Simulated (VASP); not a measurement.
# ZrS (Fm-3m) in VASP: settings compared

Aim: see how the results for ZrS move with the level of theory and the settings. Levels: vdW-DF-cx, rev-vdW-DF2, LDA. Tasks: relaxation of cell and atoms.

Program: VASP 6.6.1. These are calculated values, not measurements. Logs are shortened: lines on timing, memory, paths and dates and some standing lists are left out, and cuts for length are marked.

### Step 1. The structure

The structure is cubic, space group Fm-3m (No. 225). The conventional cell has a = 5.250 Å, b = 5.250 Å, c = 5.250 Å, α = 90.00°, β = 90.00°, γ = 90.00°. Around Zr (site symmetry m-3m) lie 6 S at 2.62 Å. S (site symmetry m-3m) is surrounded by 6 Zr at 2.62 Å.

### Step 2. Relaxation of cell and atoms, vdW-DF-cx

Input file INCAR:

```
PREC = Accurate
ENCUT = 600
EDIFF = 1E-7
ISMEAR = -1
SIGMA = 0.05
LREAL = F
LASPH = T
NELM = 60
ALGO = Fast
ISIF = 3
LWAVE = F
LCHARG = F
GGA = CX
LUSE_VDW = T
AGGAC = 0.0
IBRION = 2
NSW = 40
EDIFFG = -0.01
```

Input file KPOINTS:

```
regular mesh
0
Gamma
  9 9 9
```

Input file POSCAR:

```
ZrS
1.0
    0.0000000000      2.6250000000      2.6250000000
    2.6250000000      0.0000000000      2.6250000000
    2.6250000000      2.6250000000      0.0000000000
Zr S
1 1
Direct
    0.0000000000      0.0000000000      0.0000000000
    0.5000000000      0.5000000000      0.5000000000
```

Potentials or basis: VASP PAW PBE potentials, release 64 (Zr_sv, S).

Launch:

```console
cat potpaw_PBE.64/Zr_sv/POTCAR potpaw_PBE.64/S/POTCAR > POTCAR
mpirun -np 1 vasp_std > vasp.out
```

OUTCAR:

```text
PREC = Accurate
   ENCUT = 600
   EDIFF = 1E-7
   ISMEAR = -1
   LREAL = F
   LASPH = T
   NELM = 60
   ISIF = 3
   GGA = CX
   IBRION = 2
   NSW = 40
   EDIFFG = -0.01

 ion  position               nearest neighbor table
   1  0.000  0.000  0.000-   2 2.62   2 2.62   2 2.62   2 2.62   2 2.62   2 2.62
   2  0.500  0.500  0.500-   1 2.62   1 2.62   1 2.62   1 2.62   1 2.62   1 2.62

  LATTYP: Found a face centered cubic cell.
 ALAT       =     5.2500000000

  Lattice vectors:

 A1 = (   0.0000000000,   2.6250000000,   2.6250000000)
 A2 = (   2.6250000000,   0.0000000000,   2.6250000000)
 A3 = (   2.6250000000,   2.6250000000,   0.0000000000)

Analysis of symmetry for initial positions (statically):
=====================================================================
 Subroutine PRICEL returns:
 Original cell was already a primitive cell.

 Routine SETGRP: Setting up the symmetry group for a
 face centered cubic supercell.

 Subroutine GETGRP returns: Found 48 space group operations
 (whereof 48 operations were pure point group operations)
 out of a pool of 48 trial point group operations.

The static configuration has the point symmetry O_h .

Analysis of symmetry for dynamics (positions and initial velocities):
=====================================================================
 Subroutine PRICEL returns:
 Original cell was already a primitive cell.

 Routine SETGRP: Setting up the symmetry group for a
 face centered cubic supercell.

 Subroutine GETGRP returns: Found 48 space group operations
 (whereof 48 operations were pure point group operations)
 out of a pool of 48 trial point group operations.

The dynamic configuration has the point symmetry O_h .

 Subroutine INISYM returns: Found 48 space group operations
 (whereof 48 operations are pure point group operations),
 and found     1 'primitive' translations

----------------------------------------------------------------------------------------

                                     Primitive cell

  volume of cell :      36.1758

  direct lattice vectors                    reciprocal lattice vectors
     0.000000000  2.625000000  2.625000000    -0.190476190  0.190476190  0.190476190
     2.625000000  0.000000000  2.625000000     0.190476190 -0.190476190  0.190476190
     2.625000000  2.625000000  0.000000000     0.190476190  0.190476190 -0.190476190

  length of vectors
     3.712310601  3.712310601  3.712310601     0.329914440  0.329914440  0.329914440

  position of ions in fractional coordinates (direct lattice)
     0.000000000  0.000000000  0.000000000
     0.500000000  0.500000000  0.500000000

  ion indices of the primitive-cell ions
   primitive index   ion index
                 1           1
                 2           2

----------------------------------------------------------------------------------------

 KPOINTS: regular mesh

Automatic generation of k-mesh.
 Grid dimensions read from file:
 generate k-points for:    9    9    9

 Generating k-lattice:

  Cartesian coordinates                     Fractional coordinates (reciprocal lattice)
    -0.021164021  0.021164021  0.021164021     0.111111111  0.000000000  0.000000000
     0.021164021 -0.021164021  0.021164021     0.000000000  0.111111111  0.000000000
     0.021164021  0.021164021 -0.021164021     0.000000000  0.000000000  0.111111111

  Length of vectors
     0.036657160  0.036657160  0.036657160

  Shift w.r.t. Gamma in fractional coordinates (k-lattice)
     0.000000000  0.000000000  0.000000000

 Subroutine IBZKPT returns following result:
 ===========================================

 Found     35 irreducible k-points:

 Following reciprocal coordinates:
            Coordinates               Weight
  0.000000  0.000000  0.000000      1.000000
  0.111111  0.000000  0.000000      8.000000
  0.222222  0.000000  0.000000      8.000000
  0.333333  0.000000  0.000000      8.000000
  0.444444  0.000000  0.000000      8.000000
  0.111111  0.111111  0.000000      6.000000
[... 16 lines left out ...]
 -0.333333  0.333333  0.000000     12.000000
  0.444444  0.444444  0.000000      6.000000
 [... further k-points ...]
   k-points           NKPTS =     35   k-points in BZ     NKDIM =     35   number of bands    NBANDS=     13
   number of dos      NEDOS =    301   number of ions     NIONS =      2
   total plane-waves  NPLWV =  27000
   dimension x,y,z NGX =    30 NGY =   30 NGZ =   30
   dimension x,y,z NGXF=    60 NGYF=   60 NGZF=   60
   ions per type =               1   1
   NGX,Y,Z   is equivalent  to a cutoff of  13.43, 13.43, 13.43 a.u.
   NGXF,Y,Z  is equivalent  to a cutoff of  26.87, 26.87, 26.87 a.u.
 SYSTEM =  unknown system
   PREC   = accura    normal or accurate (medium, high low for compatibility)
   ISTART =      0    job   : 0-new  1-cont  2-samecut
   ICHARG =      2    charge: 1-file 2-atom 10-const
   ISPIN  =      1    spin polarized calculation?
   LNONCOLLINEAR =      F non collinear calculations
   LSORBIT =      F    spin-orbit coupling
   LASPH  =      T    aspherical Exc in radial PAW
   ENCUT  =  600.0 eV  44.10 Ry    6.64 a.u.   7.41  7.41  7.41*2*pi/ulx,y,z
   NELM   =     60;   NELMIN=  2; NELMDL= -5     # of ELM steps
   EDIFF  = 0.1E-06   stopping-criterion for ELM
   LREAL  =      F    real-space projection
   EDIFFG = -.1E-01   stopping-criterion for IOM
   NSW    =     40    number of steps for IOM
   IBRION =      2    ionic relax: 0-MD 1-quasi-New 2-CG
   NFREE  =      1    steps in history (QN), initial steepest desc. (CG)
   ISIF   =      3    stress and relaxation
   ISYM   =      2    0-nonsym 1-usesym 2-fastsym
   POTIM  = 0.5000    time-step for ionic-motion
   TEBEG  =    0.0;   TEEND  =   0.0 temperature during run
   PSTRESS=    0.0 pullay stress
   NELECT =      18.0000    total number of electrons
   NUPDOWN=      -1.0000    fix difference up-down
   EMIN   =  10.00;   EMAX   =-10.00  energy-range for DOS
   EFERMI =   0.00;   METHOD = LEGACY
   ISMEAR =    -1;   SIGMA  =   0.05  broadening in eV -4-tet -1-fermi 0-gaus
   EFERMI_NEDOS =   21; number of points for ismear=-14 and -15
   IALGO  =     68    algorithm
   IMIX   =      4    mixing-type and parameters
     AMIX     =   0.40;   BMIX     =  1.00
     AMIX_MAG =   1.60;   BMIX_MAG =  1.00
  volume/ion in A,a.u.               =      18.09       122.06
  Fermi-wavevector in a.u.,A,eV,Ry     =   1.297258  2.451462 22.896950  1.682878
  Thomas-Fermi vector in A             =   2.428662
   LORBIT       =      0    0 simple, 1 ext, 2 COOP (PROOUT), +10 PAW based schemes
   GGA     = CX    functional components
   LHFCALC =     F    Hartree Fock is set to
   AEXX    =    0.0000 exact exchange contribution
   IVDW_NL    =     1    kernel type
   BPARAM     = 6.3000
   IVDW    =     0    specifies the selected vdW correction
   LEPSILON=     F    determine dielectric tensor
   LRPA    =     F    only Hartree local field effects (RPA)
 conjugate gradient relaxation of ions
 non-spin polarized calculation
 RMM-DIIS sequential band-by-band and
  energy-cutoff  :      600.00
  volume of cell :       36.18
 maximum number of plane-waves:      1243
 NGX is ok and might be reduce to    30
   NGX = 15   NGY = 15   NGZ = 15

--------------------------------------- Ionic step        1  -------------------------------------------

 number of electron      17.9999999 magnetization

 Free energy of the ion-electron system (eV)
  ---------------------------------------------------
  ext. energy  EPLUGINS =         0.00000000
  ---------------------------------------------------
  free energy    TOTEN  =       -11.88887772 eV

  energy without entropy =      -11.87702287  energy(sigma->0) =      -11.88295030

------------------------ aborting loop because EDIFF is reached ----------------------------------------

  FORCE on cell =-STRESS in cart. coord.  units (eV):
  Direction    XX          YY          ZZ          XY          YZ          ZX
  --------------------------------------------------------------------------------------
  -------------------------------------------------------------------------------------
  Total       -1.1210127     -1.1210127     -1.1210127      0.0000000     -0.0000000     -0.0000000
  in kB      -49.6481662    -49.6481662    -49.6481662      0.0000000     -0.0000000     -0.0000000
  external PRESSURE =     -49.6481662 kB  Pullay stress =       0.0000000 kB

 VOLUME and BASIS-vectors are now :
 -----------------------------------------------------------------------------
  energy-cutoff  :      600.00
  volume of cell :       36.18
      direct lattice vectors                 reciprocal lattice vectors
     0.000000000  2.625000000  2.625000000    -0.190476190  0.190476190  0.190476190
     2.625000000  0.000000000  2.625000000     0.190476190 -0.190476190  0.190476190
     2.625000000  2.625000000  0.000000000     0.190476190  0.190476190 -0.190476190
[... 46 lines left out ...]
  FREE ENERGIE OF THE ION-ELECTRON SYSTEM (eV)
  ---------------------------------------------------
  free  energy   TOTEN  =       -11.8765548199 eV

  energy  without entropy=      -11.8662094770  energy(sigma->0) =      -11.87138215

Total vdW correction in eV:      2.0848398

--------------------------------------- Ionic step        3  -------------------------------------------

 number of electron      18.0000000 magnetization

 Free energy of the ion-electron system (eV)
  ---------------------------------------------------
  ext. energy  EPLUGINS =         0.00000000
  ---------------------------------------------------
  free energy    TOTEN  =       -11.91000109 eV

  energy without entropy =      -11.89888398  energy(sigma->0) =      -11.90444253

 E-fermi :  11.0441     XC(G=0): -11.5720

 val. band max:       10.9500182339   @ k =   0.4444   0.1111   0.0000
 cond. band min:      11.0732902446   @ k =  -0.4444   0.2222   0.1111
 fundamental gap:      0.1232720107
 Fermi energy:        11.0440590337

 k-point     1 :       0.0000    0.0000    0.0000
  band No.  band energies     occupation
      1     -38.7532      2.00000
      2     -16.7521      2.00000
      3     -16.7521      2.00000
      4     -16.7521      2.00000
      5      -4.8823      2.00000
      6       7.5595      2.00000
      7       7.5595      2.00000
      8       7.5595      2.00000
      9       9.6641      2.00000
     10       9.6641      2.00000
     11       9.6641      2.00000
     12      10.3994      1.99999
     13      10.3994      1.99999

 k-point     2 :       0.1111    0.0000    0.0000
  band No.  band energies     occupation
      1     -38.7495      2.00000
      2     -16.8014      2.00000
      3     -16.7562      2.00000
      4     -16.7562      2.00000
      5      -4.7153      2.00000
      6       6.6797      2.00000
      7       6.9734      2.00000
      8       6.9734      2.00000
      9       9.9379      2.00000
     10       9.9379      2.00000
     11       9.9928      2.00000
[... 339 lines left out ...]
 k-point    24 :       0.4444    0.4444    0.0000
  band No.  band energies     occupation
      1     -38.7132      2.00000
      2     -17.0579      2.00000
      3     -16.8725      2.00000
      4     -16.8725      2.00000
      5      -3.9954      2.00000
      6       4.6756      2.00000
      7       6.6038      2.00000
      8       6.6038      2.00000
      9       7.5412      2.00000
     10      11.5997      0.00003
     11      13.5741      0.00000
     12      13.5876      0.00000
     13      14.4563      0.00000

 [... further k-points ...]

------------------------ aborting loop because EDIFF is reached ----------------------------------------

  FORCE on cell =-STRESS in cart. coord.  units (eV):
  Direction    XX          YY          ZZ          XY          YZ          ZX
  --------------------------------------------------------------------------------------
  -------------------------------------------------------------------------------------
  Total       -0.0109016     -0.0109016     -0.0109016      0.0000000     -0.0000000      0.0000000
  in kB       -0.5008839     -0.5008839     -0.5008839      0.0000000     -0.0000000      0.0000000
  external PRESSURE =      -0.5008839 kB  Pullay stress =       0.0000000 kB

 VOLUME and BASIS-vectors are now :
 -----------------------------------------------------------------------------
  energy-cutoff  :      600.00
  volume of cell :       34.87
      direct lattice vectors                 reciprocal lattice vectors
     0.000000000  2.593054982  2.593054982    -0.192822753  0.192822753  0.192822753
     2.593054982 -0.000000000  2.593054982     0.192822753 -0.192822753  0.192822753
     2.593054982  2.593054982 -0.000000000     0.192822753  0.192822753 -0.192822753

 POSITION                                       TOTAL-FORCE (eV/Angst)
 -----------------------------------------------------------------------------------
      0.00000      0.00000     -0.00000         0.000000      0.000000      0.000000
      2.59305      2.59305      2.59305         0.000000      0.000000     -0.000000
 -----------------------------------------------------------------------------------
    total drift:                               -0.000000      0.000000      0.000000

  FREE ENERGIE OF THE ION-ELECTRON SYSTEM (eV)
  ---------------------------------------------------
  free  energy   TOTEN  =       -11.9100010867 eV

  energy  without entropy=      -11.8988839810  energy(sigma->0) =      -11.90444253

Total vdW correction in eV:      2.1450045

 reached required accuracy - stopping structural energy minimisation
```

Wall time 4.1 min (1 thread of Intel Xeon 6975P-C (Granite Rapids), shared host); peak memory 0.36 GiB.

What came out:

```yaml
Free_energy: -11.9100 eV
Relaxed_volume: 17.44 Å³/atom
Relaxed_cell: a = 3.667 Å, b = 3.667 Å, c = 3.667 Å, α = 60.00°, β = 60.00°, γ = 60.00°
Space_group_after_relaxing_to_0.05_Å: Fm-3m (No. 225)
Energy_gained_by_relaxing: 10.6 meV/atom
Ionic_steps: 3
Pressure_after_relaxing: -0.1 GPa
```

The path:
```csv
step,energy change (eV),largest force (eV/Å),pressure (GPa),volume (Å³)
1,0.0000,0.0000,-4.96,36.18
2,0.0123,0.0000,7.26,33.32
3,-0.0211,0.0000,-0.05,34.87
```

Final structure:
```
Zr S
1.0
     0.00000    2.59305    2.59305
     2.59305    0.00000    2.59305
     2.59305    2.59305    0.00000
Zr S
1 1
Cartesian
  0.0000 0.0000 0.0000
  2.5931 2.5931 2.5931
```

Caveat: the bands computed are all filled at some k points, so no gap is given; the PAW data sets were made with another functional, which shifts forces and pressure a little.

### Step 3. Relaxation of cell and atoms, rev-vdW-DF2

Changes to INCAR since step 2:

```diff
@@ -12,5 +12,8 @@
 LCHARG = F
-GGA = CX
+GGA = MK
 LUSE_VDW = T
 AGGAC = 0.0
+PARAM1 = 0.1234
+PARAM2 = 0.711357
+ZAB_VDW = -1.8867
 IBRION = 2
```

KPOINTS is that of step 2.

POSCAR is that of step 2.

Potentials or basis: VASP PAW PBE potentials, release 64 (Zr_sv, S).

Launch:

```console
cat potpaw_PBE.64/Zr_sv/POTCAR potpaw_PBE.64/S/POTCAR > POTCAR
mpirun -np 1 vasp_std > vasp.out
```

Wall time 4.1 min (1 thread of Intel Xeon 6975P-C (Granite Rapids), shared host); peak memory 0.36 GiB.

The run converged. Its results:

```yaml
Free_energy: -12.0237 eV
Relaxed_volume: 17.67 Å³/atom
Relaxed_cell: a = 3.684 Å, b = 3.684 Å, c = 3.684 Å, α = 60.00°, β = 60.00°, γ = 60.00°
Space_group_after_relaxing_to_0.05_Å: Fm-3m (No. 225)
Energy_gained_by_relaxing: 4.1 meV/atom
Ionic_steps: 3
Pressure_after_relaxing: 0.0 GPa
```

Step by step:
| step | energy change (eV) | largest force (eV/Å) | pressure (GPa) | volume (Å³) |
| --- | --- | --- | --- | --- |
| 1 | 0.0000 | 0.0000 | -3.08 | 36.18 |
| 2 | 0.0036 | 0.0000 | 4.07 | 34.39 |
| 3 | -0.0082 | 0.0000 | -0.01 | 35.35 |

Final structure:
```
CELL_PARAMETERS angstrom
0.00000 2.60479 2.60479
2.60479 0.00000 2.60479
2.60479 2.60479 0.00000
ATOMIC_POSITIONS crystal
Zr 0.00000 0.00000 0.00000
S 0.50000 0.50000 0.50000
```

Levels at points of the mesh, in eV from the Fermi level:
| k point | band 5 | band 6 | band 7 | band 8 | band 9 | band 10 | band 11 | band 12 | band 13 |
| --- | --- | --- | --- | --- | --- | --- | --- | --- | --- |
| (0.00, 0.00, 0.00) | -15.88 | -3.50 | -3.50 | -3.50 | -1.35 | -1.35 | -1.35 | -0.63 | -0.63 |

Caveat: the bands computed are all filled at some k points, so no gap is given; the PAW data sets were made with another functional, which shifts forces and pressure a little.

### Step 4. Relaxation of cell and atoms, LDA

Input file INCAR:

```
ALGO     = Fast           # electronic algorithm
EDIFF    = 1E-7           # SCF threshold, eV
EDIFFG   = -0.01          # ionic threshold
ENCUT    = 600            # plane-wave cutoff, eV
IBRION   = 2              # ionic algorithm
ISIF     = 3              # what is computed and relaxed
ISMEAR   = -1             # smearing method
LASPH    = T              # aspherical terms in the spheres
LCHARG   = F              # write CHGCAR
LREAL    = F              # projectors in reciprocal space
LWAVE    = F              # write WAVECAR
NELM     = 60             # most SCF steps
NSW      = 40             # ionic steps
PREC     = Accurate       # precision mode
SIGMA    = 0.05           # smearing width, eV
```

Input file KPOINTS:

```
k-points
0
Gamma
  6 6 6
```

POSCAR is that of step 3.

Potentials or basis: VASP PAW LDA potentials, release 64 (Zr_sv, S).

Launch:

```console
cat potpaw_LDA.64/Zr_sv/POTCAR potpaw_LDA.64/S/POTCAR > POTCAR
mpirun -np 1 vasp_std > vasp.out
```

It took 40 s on 1 thread of Intel Xeon 6975P-C (Granite Rapids), shared host; peak memory 0.16 GiB.

The run converged, but some of its settings lie outside the range that counts as converged (typed here: k = 6 × 6 × 6), so its numbers aren't taken as properties of the crystal.

Results:

| Quantity | Value |
| --- | --- |
| Free energy | -17.1209 eV |
| Relaxed volume | 16.98 Å³/atom |
| Relaxed cell | a = 3.635 Å, b = 3.635 Å, c = 3.635 Å, α = 60.00°, β = 60.00°, γ = 60.00° |
| Space group after relaxing (to 0.05 Å) | Fm-3m (No. 225) |
| Energy gained by relaxing | 31.1 meV/atom |
| Ionic steps | 4 |
| Pressure after relaxing | 0.0 GPa |

Caveat: the bands computed are all filled at some k points, so no gap is given.
